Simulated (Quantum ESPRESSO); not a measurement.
Crystal: WC (Qusongite).

```xyz
2
Lattice="2.9065 0.0000 0.0000 -1.4532 2.5171 0.0000 0.0000 0.0000 2.8366" Properties=species:S:1:pos:R:3 pbc="T T T"
W     0.0000    0.0000    0.0000
C     1.4533    0.8390    1.4183
```

| Item | Value |
| --- | --- |
| Program | Quantum ESPRESSO 7.5 |
| Task | single point |
| Functional | PBEsol |
| Potentials or basis | GBRV 1.5 PBEsol |
| Cutoff | 762 eV |
| Density cutoff | 6095 eV |
| k mesh | 10 × 10 × 9 |
| Occupations | fermi-dirac, width 0.05 eV |
| Spin | no spin polarisation |

On this cell: pressure -2.6 GPa; largest force under 0.003 eV/Å; band gap on the k mesh none (metal or under the smearing width).

The same run follows on a disturbed copy (atoms moved at random, drawn with an rms of 0.05 Å):

```xyz
2
Lattice="2.9065 0.0000 0.0000 -1.4532 2.5171 0.0000 0.0000 0.0000 2.8366" Properties=species:S:1:pos:R:3 pbc="T T T"
W     0.0076    0.0168    0.0552
C     1.5104    0.8177    1.4749
```

Question: What does the disturbed cell give?

Answer: The energy (extrapolated to zero smearing) moves by +16.1 meV/atom; pressure -1.9 GPa; largest force 1.036 eV/Å; band gap on the k mesh none (metal or under the smearing width).

Forces on the atoms (eV/Å):
```
W    0.830 -0.620  0.019
C   -0.830  0.620 -0.019
```

Stress tensor (GPa, compression positive):
```
-0.20 -2.11  0.03
-2.11 -3.40 -0.02
 0.03 -0.02 -2.20
```
